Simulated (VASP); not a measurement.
Crystal: CdS (Greenockite).

```
Cd S
1.0
     4.13146    0.00000    0.00000
    -2.06573    3.57795    0.00000
     0.00000    0.00000    6.72462
Cd S
2 2
Direct
  0.33333 0.66667 0.99932
  0.66667 0.33333 0.49932
  0.33333 0.66667 0.37568
  0.66667 0.33333 0.87568
```

Base run:

```yaml
Program: VASP 6.6.1
Functional: PBE
Potentials_or_basis: VASP PAW PBE potentials, release 64 (Cd, S)
Cutoff: 520 eV
k_mesh: 9 × 9 × 4
Occupations: gaussian, width 0.03 eV
Spin: no spin polarisation
```

Its results: band gap on the k mesh 1.22 eV, direct; pressure 3.1 GPa.

**Question.** The run is repeated on the same cell with these changes: functional from PBE to LDA; potentials or basis from VASP PAW PBE potentials, release 64 (Cd, S) to VASP PAW LDA potentials, release 64 (Cd, S). What comes out?

**Answer.** Band gap on the k mesh 0.96 eV, direct; pressure -2.1 GPa.
